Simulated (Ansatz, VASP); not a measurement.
# One calculation of Ag, two programs

INCAR

```
ALGO     = Normal         # electronic algorithm
EDIFF    = 1E-6           # SCF threshold, eV
ENCUT    = 520            # plane-wave cutoff, eV
GGA      = CA             # functional
ISIF     = 2              # what is computed and relaxed
ISMEAR   = -1             # smearing method
LASPH    = T              # aspherical terms in the spheres
LCHARG   = F              # write CHGCAR
LREAL    = F              # projectors in reciprocal space
LWAVE    = F              # write WAVECAR
NBANDS   = 12             # bands
NELM     = 100            # most SCF steps
PREC     = Accurate       # precision mode
SIGMA    = 0.1            # smearing width, eV
```

Contents of KPOINTS:

```
k-points
0
Gamma
  16 16 16
```

POSCAR

```
Ag
1.0
   -1.6122350379      1.6122350379      1.6122350379
    1.6122350379     -1.6122350379      1.6122350379
    1.6122350379      1.6122350379     -1.6122350379
Ag
1
Direct
    0.0000000000      0.0000000000      0.0000000000
```

Input for Ansatz:

```yaml
crystal:
  lattice:
    - [-1.6122350379, 1.6122350379, 1.6122350379]
    - [1.6122350379, -1.6122350379, 1.6122350379]
    - [1.6122350379, 1.6122350379, -1.6122350379]
  atoms:
    - { symbol: Ag, position: [0.0, 0.0, 0.0] }
hamiltonian:
  xc: lda
  pseudopotentials:
    kind: paw
    azcp:
      Ag: "pseudopotentials/Ag.paw.azcp"
basis:
  ecutwfc: 420
  fft_grid_basis: typed
kpoints:
  mp_grid: { grid: [16, 16, 16], shift: [0, 0, 0] }
magnetization:
  spin_polarized: false
scf:
  occupations: { method: fermi_dirac, width: 0.1 }
  lower_state_search: "off"
output:
  stress: true
```

Alike in both runs: task single point; functional LDA; k mesh 16 × 16 × 16; occupations fermi-dirac, width 0.1 eV; no spin polarisation.

```csv
,VASP,Ansatz
version,VASP 6.6.1,Ansatz 0.2.0
potentials or method,"VASP PAW LDA potentials, release 64 (Ag)","plane waves (420 eV) with PAW, scalar-relativistic"
plane-wave cutoff (eV),520,420
valence electrons in the cell,11,19
```

```csv
,VASP,Ansatz,Ansatz less VASP
pressure (GPa),-4.6,-4.7,-0.16
```

The two sets of potentials don't hold the same shells in valence. Ansatz warned: «pseudo_functional_mismatch».
